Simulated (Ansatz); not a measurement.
The system is As.

```
CELL_PARAMETERS angstrom
2.70368 0.00000 0.00000
0.00000 2.70368 0.00000
0.00000 0.00000 2.70368
ATOMIC_POSITIONS crystal
As 0.50000 0.50000 0.50000
```

This isn't the form of As at room conditions, which is rhombohedral.

| Item | Value |
| --- | --- |
| Program | Ansatz 0.2.0 |
| Task | single point |
| Functional | PBEsol |
| Potentials or basis | all-electron LAPW, scalar-relativistic |
| Cutoff | 237 eV (chosen from the basis error) |
| Basis error allowed | 0.001 eV/atom |
| k mesh | 10 × 10 × 10 |
| Occupations | fermi-dirac, width 0.05 eV |
| Spin | no spin polarisation |

On this cell: pressure -1.5 GPa; band gap on the k mesh none (metal or under the smearing width).

The same run follows on a disturbed copy (cell strained at random at fixed volume):

```xyz
1
Lattice="2.7100 -0.0174 -0.0119 -0.0174 2.7297 0.0333 -0.0119 0.0333 2.6722" Properties=species:S:1:pos:R:3 pbc="T T T"
As    1.2979    1.3880    1.3375
```

Question: What changes?

Answer: The energy (extrapolated to zero smearing) moves by +3.8 meV/atom; pressure -1.5 GPa; band gap on the k mesh none (metal or under the smearing width).

Stress tensor (GPa, compression positive):
```
-1.87  0.28  0.41
 0.28 -3.21 -0.83
 0.41 -0.83  0.55
```
